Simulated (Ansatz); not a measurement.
## CoSi (P2_13), a film clamped to a substrate

Level of theory: DFT PBE, scalar-relativistic, plane waves, PAW (Ansatz 0.2.0). Cutoff 420 eV, Γ-centred 10×10×10 k-points, Gaussian smearing of 0.15 eV. No spin polarisation. A magnetic state may lie lower. Energies are free energies at this smearing, counted from the undisturbed cell; pressure is positive in compression.

Zero of the scan (relaxed at this level):

```
Co Si
1.0
     4.43085    0.00000    0.00000
     0.00000    4.43085    0.00000
     0.00000    0.00000    4.43085
Co Si
4 4
Direct
  0.14502 0.14502 0.14502
  0.35498 0.85498 0.64502
  0.64502 0.35498 0.85498
  0.85498 0.64502 0.35498
  0.84316 0.84316 0.84316
  0.65684 0.15684 0.34316
  0.34316 0.65684 0.15684
  0.15684 0.34316 0.65684
```

The cell (8 atoms, V0 = 86.99 Å³) is strained by p along both x and y and by q along z, fractional coordinates fixed. τp = (1/V0) ∂E/∂p = (σxx + σyy)(1 + p)(1 + q) and τq = (1/V0) ∂E/∂q = σzz(1 + p)², with tension positive.

```
     p q  ΔE (meV/atom)  τp (GPa)  τq (GPa)
 0.000   0.000           0.00      0.03      0.01
-0.015   0.000           8.39    -16.92     -4.66
 0.015   0.000           7.66     14.65      4.34
 0.000  -0.015           2.99     -4.58     -6.03
 0.000   0.015           2.74      4.41      5.24
```

Q: Get the second derivatives of the energy density.

A: Central differences give A = ∂τp/∂p = 1052 GPa (C11 + C22 + 2 C12), C = ∂τq/∂q = 376 GPa (C33) and the cross term B = ∂τq/∂p = 300 GPa (C13 + C23); ∂τp/∂q = 300 GPa must equal B, and any difference shows higher-order terms. The ions are clamped. In a cubic crystal C11 = C = 376, C12 = B/2 = 150 GPa and A should be 2(C11 + C12) = 1052 GPa; the bulk modulus is (C11 + 2 C12)/3 = 225 GPa.

Q: A film of this crystal grows with z along the normal on a substrate that imposes p. How does its thickness respond, and what does the misfit cost?

A: Count p and q from the stress-free cell. A free surface needs τq = 0, so q = −(B/C) p = -0.80 p. The energy density left is (A − B²/C) p²/2 = M p², with the biaxial modulus M = 406 GPa; a misfit of 1 % costs 2.76 meV/atom, against 3.57 meV/atom if the thickness were held.

Forces appear on the atoms along this scan, and letting them relax would lower the energy and soften the response. In a metal these slopes depend on the k mesh and the smearing.

The film answers in-plane strain with an opposite change in thickness, but by too little to conserve volume. Letting the thickness adjust therefore removes only part of the misfit energy, lowering it from 3.57 to 2.76 meV/atom at 1 % misfit. What remains is the cost of changing both the volume and the shape of the cell. The high stiffness probably reflects directional Co 3d–Si 3p bonding in a dense network, where stretching in the plane cannot be absorbed by bond rotation alone.

Compression costs more than equal extension along both strain paths, and the stresses show the same asymmetry, as expected when short-range repulsion steepens faster than bonding weakens. The harmonic misfit energy thus probably underestimates the cost on a substrate with a smaller lattice parameter and overestimates it on one with a larger lattice parameter. The result applies to a film with a cube axis along its normal; a (111) film would also need the shear constant C44, which these strains do not probe.
